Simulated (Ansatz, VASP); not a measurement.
**Two plane-wave programs on GaAs**

```
CELL_PARAMETERS angstrom
0.00000 2.90192 2.90192
2.90192 0.00000 2.90192
2.90192 2.90192 0.00000
ATOMIC_POSITIONS crystal
Ga 0.00000 0.00000 0.00000
As 0.75000 0.75000 0.75000
```

Alike in both runs: functional RPBE; k mesh 10 × 10 × 10; occupations gaussian, width 0.01 eV; no spin polarisation.

Ansatz relaxed the structure, and its values are those at the end. VASP's run is a single point on that final structure, the one shown.

|  | VASP | Ansatz |
| --- | --- | --- |
| version | VASP 6.6.1 | Ansatz 0.2.0 |
| potentials or method | VASP PAW PBE potentials, release 64 (Ga_d, As) | scalar-relativistic, plane waves, PAW |
| plane-wave cutoff (eV) | 520 | 420 |
| valence electrons in the cell | 18 | 28 |

```csv
,VASP,Ansatz,Ansatz less VASP
gap on the k mesh at the Fermi level (eV),0.07,0.07,+0.002
least direct gap on the mesh (eV),0.07,0.07,+0.002
pressure (GPa),0.1,0.0,-0.11
```

The functional is the same, so the differences come from potentials, cutoffs and numerics. The two sets of potentials don't hold the same shells in valence.

Caveats: the PAW data sets were made with another functional, which shifts forces and pressure a little (VASP).
